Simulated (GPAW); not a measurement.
# TiSi (Cmmm) in GPAW: equation of state with r2SCAN

Aim: the equation of state of TiSi with r2SCAN.

Program: GPAW 26.7.0. These are calculated values, not measurements. Logs are shortened: lines on timing, memory, paths and dates and some standing lists are left out, and cuts for length are marked. The log counts tension as positive stress, the text compression.

**1. Starting point**

The structure is orthorhombic, space group Cmmm (No. 65). The conventional cell has a = 3.632 Å, b = 4.235 Å, c = 3.804 Å, α = 90.00°, β = 90.00°, γ = 90.00°. Around Ti (site symmetry mmm) lie 8 Si at 2.63 to 2.85 Å and 4 Ti at 2.79 Å. Si (site symmetry mmm) has 8 Ti at 2.63 to 2.85 Å and 4 Si at 2.79 Å as nearest neighbours.

The cell comes from a database or a generator and needn't be the stable form of this composition.

**2. Equation of state, r2SCAN**

File run.py:

```python
from ase import Atoms
from ase.eos import EquationOfState
from ase.io import Trajectory
from ase.units import GPa
from gpaw import GPAW, PW

atoms = Atoms(['Ti', 'Si'],
              cell=[[1.816178, -2.117624, 0.0],
                    [1.816178, 2.117624, 0.0],
                    [0.0, 0.0, 3.803934]],
              scaled_positions=[[0.5, 0.5, 0.0],
                                [0.0, 0.0, 0.5]],
              pbc=True)

traj = Trajectory('eos.traj', 'w')
volumes, energies = [], []
for x in [0.94, 0.96, 0.98, 1.0, 1.02, 1.04, 1.06]:
    a = atoms.copy()
    a.set_cell(atoms.cell * x**(1 / 3), scale_atoms=True)
    calc = GPAW(mode=PW(600),
                xc='MGGA_X_R2SCAN+MGGA_C_R2SCAN',
                kpts={'size': (8, 8, 6), 'gamma': True},
                occupations={'name': 'fermi-dirac', 'width': 0.05},
                nbands=18,
                convergence={'density': 1e-05, 'energy': 1e-05},
                maxiter=150,
                txt=f'eos-{x:.2f}.txt')
    a.calc = calc
    energies.append(a.get_potential_energy(force_consistent=True))
    volumes.append(a.get_volume())
    p = -a.get_stress()[:3].mean() / GPa
    calc.write(f'eos-{x:.2f}.gpw')
    traj.write(a)
    print(f'{x:.2f} {volumes[-1]:10.4f} A^3 {energies[-1]:14.6f} eV {p:9.3f} GPa', flush=True)

v0, e0, B = EquationOfState(volumes, energies, eos='birchmurnaghan').fit()
print(f'V0 = {v0:.4f} A^3, E0 = {e0:.6f} eV, B0 = {B / GPa:.2f} GPa')
```

Potentials or basis: GPAW PAW data sets (gpaw-data 1.2.1), pw.

Launch:

```console
OMP_NUM_THREADS=1 python run.py
```

What it wrote:

```text
__  _  _
 | _ |_)|_||  |
 |__||  | ||/\| - 26.7.0

Input parameters:
  mode=PW(ecut=600.0),
  convergence={'density': 1e-05, 'energy': 1e-05},
  kpts=MonkhorstPack(size=(8, 8, 6), gamma=True),
  maxiter=150,
  nbands=18,
  occupations=Occupations(name='fermi-dirac', width=0.05),
  xc=XC(name='MGGA_X_R2SCAN+MGGA_C_R2SCAN')

Diagonalizing LCAO Hamiltonian
Converting LCAO to pw mode

       Si

           Ti

Atoms  # Å, Bohr magnetons
|   | symbol |        x |        y |        z |    initial magnetic moments |
|---|--------|----------|----------|----------|-----------------------------|
| 0 |     Ti | 1.779103 | 0.000000 | 0.000000 | ( 0.0000,  0.0000,  0.0000) |
| 1 |     Si | 0.000000 | 0.000000 | 1.863140 | ( 0.0000,  0.0000,  0.0000) |

Unit cell  # Å
| periodic |        x |         y |        z |  lengths |    angles |
|----------|----------|-----------|----------|----------|-----------|
|      yes | 1.779103 | -2.074395 | 0.000000 | 2.732823 | 90.000000 |
|      yes | 1.779103 |  2.074395 | 0.000000 | 2.732823 | 90.000000 |
|      yes | 0.000000 |  0.000000 | 3.726281 | 3.726281 | 98.763987 |

Number of symmetries: 8
Symmetry operations  # r_c * U_cc + t_c -> r_c
|   | kind |            matrix            |
|---|------|------------------------------|
| 0 |  E   |  1, 0, 0,  0, 1, 0,  0, 0, 1 |
| 1 |  σ   |  1, 0, 0,  0, 1, 0,  0, 0,-1 |
| 2 |  σ   |  0, 1, 0,  1, 0, 0,  0, 0, 1 |
| 3 |  C2  |  0, 1, 0,  1, 0, 0,  0, 0,-1 |
| 4 |  σ   |  0,-1, 0, -1, 0, 0,  0, 0, 1 |
| 5 |  C2  |  0,-1, 0, -1, 0, 0,  0, 0,-1 |
| 6 |  C2  | -1, 0, 0,  0,-1, 0,  0, 0, 1 |
| 7 |  i   | -1, 0, 0,  0,-1, 0,  0, 0,-1 |

BZ-sampling:
  Number of BZ points: 384
  Number of IBZ points: 84

  Monkhorst-Pack size: [8, 8, 6]
  Monkhorst-Pack shift: [0.0625, 0.0625, 0.08333333333333333]

K-points  # in reciprocal-cell coordinates
|     |                                coordinates |     weight |
|-----|--------------------------------------------|------------|
|   0 | (  0.00000000,   0.00000000,   0.00000000) | 0.00260417 |
|   1 | (  0.00000000,   0.00000000,   0.16666667) | 0.00520833 |
|   2 | (  0.00000000,   0.00000000,   0.33333333) | 0.00520833 |
|   3 | (  0.00000000,   0.00000000,   0.50000000) | 0.00260417 |
|   4 | (  0.12500000,  -0.12500000,   0.00000000) | 0.00520833 |
|   5 | (  0.12500000,  -0.12500000,   0.16666667) | 0.01041667 |
|   6 | (  0.12500000,  -0.12500000,   0.33333333) | 0.01041667 |
|   7 | (  0.12500000,  -0.12500000,   0.50000000) | 0.00520833 |
|   8 | (  0.12500000,   0.00000000,   0.00000000) | 0.01041667 |
|   9 | (  0.12500000,   0.00000000,   0.16666667) | 0.02083333 |
| ... |                                            |            |
|  83 | (  0.50000000,   0.50000000,   0.50000000) | 0.00260417 |

Plane wave coefficients: 934
Cutoff: 600.0 eV

Spin-components: 1 (collinear spins)
Bands:           18
Projectors:      11
Spin-degeneracy: 2
Datatype:        complex128

Parallelization:
  kpt:    1
  domain: 1
  band:   1

Density:
  Valence electrons: 16.0
  Components: 1
  Grid points: [16 16 24]
  Charge: 0.0  # |e|

Potential:
  Grid points: [16 16 24]

species:
  Ti:
    name:    Titanium
    Z:       22.0
    valence: 12
    core:    10
    charge:  0.0  # [|e|]
    compensation charges:
      type: gauss
      rc: 0.38  # [Å]
      lmax: 2
    cutoffs:
      filter: 2.23  # [Å]
      core: 1.02  # [Å]
    projectors
    | kind |    occ | energy [eV] | rcut [Å] |
    |------|--------|-------------|----------|
    |   3s |  2.000 |     -62.623 |    1.270 |
    |   4s |  2.000 |      -4.466 |    1.270 |
    |   3p |  6.000 |     -38.862 |    1.058 |
    |   4p |  0.000 |      -1.466 |    1.058 |
    |   3d |  2.000 |      -4.258 |    1.058 |
    |    d |        |      22.953 |    1.058 |

    Using partial waves for Ti as LCAO basis

  Si:
    name:    Silicon
    Z:       14.0
    valence: 4
    core:    10
    charge:  0.0  # [|e|]
    compensation charges:
      type: gauss
      rc: 0.33  # [Å]
      lmax: 2
    cutoffs:
      filter: 1.86  # [Å]
      core: 2.06  # [Å]
    projectors
    | kind |    occ | energy [eV] | rcut [Å] |
    |------|--------|-------------|----------|
    |   3s |  2.000 |     -10.812 |    1.058 |
    |   3p |  2.000 |      -4.081 |    1.058 |
    |    s |        |      16.399 |    1.058 |
    |    p |        |      23.130 |    1.058 |
    |    d |        |       0.000 |    1.058 |

    Using partial waves for Si as LCAO basis

Reference energy: -31110.358532  # eV

eigensolver:
  PPCG
  Converge bands: occupied
  niter=2

density mixing:
  MSR1-Mixer
  Pratt-step length: 0.05
  Maximum mixing coefficient: 0.75
  Old densities: 10
  SVD Regularization: 0.005
  Good broyden scale: 1.0
  Trust region scale: 1.0
  Backstep threshold: 4.0
  History deletion threshold: 6.0
  Fourier metric: weight=20.0, sigma=0.015

occupation numbers:
  Fermi-Dirac:
    width: 0.0500  # eV

poisson solver:
  ecut: 4800.0  # eV

xc functional:
  name: MGGA_X_R2SCAN+MGGA_C_R2SCAN with 2 nearest neighbor stencil

convergence criteria:
- Maximum integral of absolute [dens]ity change: 1e-05 electrons / valence electron
- Maximum [total energy] change in last 3 cyles: 1e-05 eV / valence electron
- Maximum integral of absolute [eigenst]ate change: 4e-08 eV^2 / valence electron
maximum number of iterations: 150

SCF iterations
|iter     | |      energy | eigst |  dens |
|---------|-|-------------|-------|-------|
|iter:   1| |  -25.290013 | +0.32 |       |
|iter:   2| |  -21.081313 | -1.57 | -1.22 |
|iter:   3| |  -22.338715 | -0.90 | -1.24 |
|iter:   4| |  -20.997478 | -1.29 | -0.92 |
|iter:   5| |  -21.039731 | -2.32 | -1.56 |
|iter:   6| |  -21.044528 | -3.34 | -2.15 |
|iter:   7| |  -21.043560 | -4.33 | -2.46 |
|iter:   8| |  -21.043369 | -4.90 | -2.73 |
|iter:   9| |  -21.043371 | -5.97 | -3.45 |
|iter:  10| |  -21.043370c| -7.24 | -4.13 |
|iter:  11| |  -21.043370c| -7.52c| -4.93 |
|iter:  12| |  -21.043370c| -8.24c| -5.71c|

Converged in 12 steps
Energy contributions relative to reference atoms: (reference = -31110.358532)

Energy contributions:
  Kinetic:          14.183044
  Coulomb:         -10.512176
  Zero:             -0.220401
  External:          0.000000
  Xc:              -24.488611
  Entropy:          -0.010455
  Spinorbit:         0.000000
  ----------------------------
  Free energy:     -21.048598
  Extrapolated:    -21.043370

dipole moment: (-7.711712, 0.000000, -11.832477)  # |e|*Ang

Fermi level: 10.683
Eigenvalues  # (at kpt = [0.000, 0.000, 0.000])
| band index |      eig [eV] | occ [0-2] |
|------------|---------------|-----------|
|          0 |       -48.281 |     2.000 |
|          1 |       -23.679 |     2.000 |
|          2 |       -23.170 |     2.000 |
|          3 |       -23.062 |     2.000 |
|          4 |        -2.173 |     2.000 |
|          5 |         7.945 |     2.000 |
|          6 |         8.773 |     2.000 |
|          7 |         9.264 |     2.000 |
|          8 |        12.585 |     0.000 |
|          9 |        13.433 |     0.000 |
|         10 |        14.125 |     0.000 |
|         11 |        16.542 |     0.000 |
|         12 |        17.402 |     0.000 |
|         13 |        17.992 |     0.000 |
|         14 |        19.638 |     0.000 |
|         15 |        24.809 |     0.000 |
|        ... |               |           |
|         17 |        29.828 |     0.000 |

No gap
No difference between direct/indirect transitions

Stress tensor  # eV/Ang^3
|         x |         y |         z |
|-----------|-----------|-----------|
| -0.060310 |  0.000000 |  0.000000 |
|  0.000000 | -0.027690 |  0.000000 |
|  0.000000 |  0.000000 | -0.065922 |

# Writing to eos-0.94.gpw (mode='')
```

Run time: 6.9 min. Hardware: 1 thread of Arm Neoverse V2, shared host; peak memory 0.73 GiB.

What came out:

```yaml
Equilibrium_volume: "14.53 Å³/atom (rough: see the caveat)"
Bulk_modulus_at_fixed_shape_and_positions: 142 GPa (rough)
```

Energy against volume, from the lowest point:
```tsv
volume (Å³/atom)	energy (meV/atom)
13.752	20.13
14.045	7.49
14.337	0.95
14.630	0.00
14.922	4.16
15.215	12.88
15.508	25.56
```

Caveat: the points scatter about the fit; the cell was scaled at fixed shape and fractional positions, which overstates the stiffness of a crystal with free parameters, most of all of layers and chains; the PAW data sets were made with another functional, which shifts forces and pressure a little.
